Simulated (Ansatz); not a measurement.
Band structure of PbSe

```yaml
crystal:
  lattice:
    - [0.00000, 3.10796, 3.10796]
    - [3.10796, 0.00000, 3.10796]
    - [3.10796, 3.10796, 0.00000]
  atoms:
    - { symbol: Pb, position: [0.00000, 0.00000, 0.00000] }
    - { symbol: Se, position: [0.50000, 0.50000, 0.50000] }
```

Atoms are numbered in the order listed.

The structure comes from a relaxation in the same program, started in the rocksalt type, and has space group Fm-3m. Whether it is a known phase or the ground state wasn't checked.

Spin–orbit coupling is left out, though it moves levels of the heavy atoms by tenths of an eV or more.

Computed with DFT, PBE, all-electron LAPW, scalar-relativistic in Ansatz 0.2.0.

Sampling and basis: a Γ-centred 10×10×10 k mesh, Fermi–Dirac smearing of 0.03 eV, basis error target 0.5 meV/atom, no spin polarisation.

Points in fractions of the reciprocal vectors of this cell: Γ (0, 0, 0), X (0.5, 0, 0.5), U (0.625, 0.25, 0.625), K (0.375, 0.375, 0.75), L (0.5, 0.5, 0.5), W (0.5, 0.25, 0.75). The path joins them by straight lines in the order Γ–X–U–K–Γ–L–W–X; legs that retrace an earlier one aren't tabulated. Energies are in eV from the top of the valence band.

Question: Metal or insulator at this level of theory?

Answer: An insulator or semiconductor: gap 0.43 eV, direct at L (0.5, 0.5, 0.5).

Question: Tabulate bands 28 to 33, counted from the lowest band of the run, along the path.

Answer: 
```
k (1/Å)  point  band 28  band 29  band 30  band 31  band 32  band 33
   0.00      Γ    -1.65    -1.65    -1.65     4.64     4.64     4.64
   0.25           -1.86    -1.86    -0.95     2.70     4.52     4.52
   0.51           -2.33    -2.33    -1.45     2.41     4.70     4.70
   0.76           -3.55    -2.76    -2.76     4.12     4.59     5.18
   1.01      X    -4.58    -2.92    -2.92     3.92     5.46     5.46
   1.10           -4.55    -2.89    -2.87     3.96     5.33     5.38
   1.19           -4.48    -2.80    -2.71     4.01     4.99     5.25
   1.28           -4.36    -2.65    -2.48     3.83     4.51     5.40
   1.37      U    -4.19    -2.45    -2.18     3.40     3.98     5.35
   1.52           -3.98    -2.99    -1.30     2.49     4.21     5.11
   1.68           -3.62    -3.51    -0.70     1.82     4.57     4.78
   1.83           -3.98    -2.99    -1.30     2.49     4.21     5.11
   1.99      K    -4.19    -2.45    -2.18     3.40     3.98     5.35
   2.26           -3.48    -1.64    -1.06     1.85     2.54     4.64
   2.52           -2.60    -1.18    -0.37     1.35     2.26     4.23
   2.79           -1.90    -1.45    -1.18     3.09     3.53     4.39
   3.06      Γ    -1.65    -1.65    -1.65     4.64     4.64     4.64
   3.28           -1.61    -1.61    -1.42     3.64     4.02     4.02
   3.50           -1.50    -1.50    -0.94     2.20     2.97     2.97
   3.72           -1.35    -1.35    -0.43     1.07     2.14     2.14
   3.93      L    -1.27    -1.27     0.00     0.43     1.82     1.82
   4.11           -1.98    -1.60    -0.53     1.00     2.23     2.76
   4.29           -2.95    -2.60    -0.71     1.49     3.43     4.05
   4.47           -3.62    -3.51    -0.70     1.82     4.57     4.78
   4.65      W    -3.86    -3.86    -0.68     1.95     4.94     4.94
   4.78           -4.16    -3.54    -1.17     2.58     4.59     5.29
   4.90           -4.38    -3.24    -2.01     3.78     4.26     5.59
   5.03           -4.53    -3.01    -2.67     4.01     4.93     5.60
   5.15      X    -4.58    -2.92    -2.92     3.92     5.46     5.46
```
